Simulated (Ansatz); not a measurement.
## Generalised stacking fault in Te₂Mo

These are results of DFT r2SCAN, scalar-relativistic, plane waves, PAW in Ansatz 0.2.0, not measurements. Cutoff 500 eV, Γ-centred 9×9×2 k-points, Gaussian smearing of 0.05 eV. Spin–orbit coupling is left out, which matters for the heavy elements here. No spin polarisation. Energies are free energies at this smearing, counted from the undisturbed cell; pressure is positive in compression.

Zero of the scan (relaxed at this level):

```yaml
crystal:
  lattice:
    - [-3.56355, 0.00000, 0.00000]
    - [-1.78177, -3.08612, 0.00000]
    - [0.00000, 0.00000, 14.72622]
  atoms:
    - { symbol: Te, position: [0.33333, 0.33333, 0.62848] }
    - { symbol: Te, position: [0.66667, 0.66667, 0.12848] }
    - { symbol: Te, position: [0.33333, 0.33333, 0.87152] }
    - { symbol: Te, position: [0.66667, 0.66667, 0.37152] }
    - { symbol: Mo, position: [0.33333, 0.33333, 0.25000] }
    - { symbol: Mo, position: [0.66667, 0.66667, 0.75000] }
```

The cell holds layers and no dispersion correction was added, so their binding is poorly described.

The cut lies on the cell's a–b face, a (0 0 1) plane (indices in the standard cell, whose axes needn't be the Cartesian ones shown) of area 11.00 Å², between layers 3.78 Å apart. Vector c is tilted by f times 1·a + 1·b (length 6.172 Å) with the atoms' Cartesian places fixed: one unrelaxed fault a cell.

```
     f  γ (mJ/m²) shear traction, the slope of γ along the slip (GPa) gap on the mesh (eV)
0.0000          0                                                  0.0                  1.06
0.0833         13                                                  0.4                  1.05
0.1667          ?                                                  0.3                     ?
0.2500         38                                                 -0.1                  1.04
0.3333         34                                                  0.0                  1.05
0.4167          ?                                                  0.5                     ?
0.5000         91                                                  1.1                  1.04
0.5833        148                                                  1.0                  1.03
0.6667          ?                                                  0.0                  1.03
0.7500        146                                                 -1.1                  1.03
0.8333         78                                                 -1.4                  1.04
```

(1) Give the withheld values.

Answers

(1) γ (mJ/m²) at f = 0.1667: 33; gap on the mesh (eV) at f = 0.1667: 1.05; γ (mJ/m²) at f = 0.4167: 47; gap on the mesh (eV) at f = 0.4167: 1.04; γ (mJ/m²) at f = 0.6667: 177.

Cost: 11 runs of about 18 core-minutes in all, on Intel Xeon Processor @ 2.50GHz (Skylake/Cascade Lake) (shared hosts).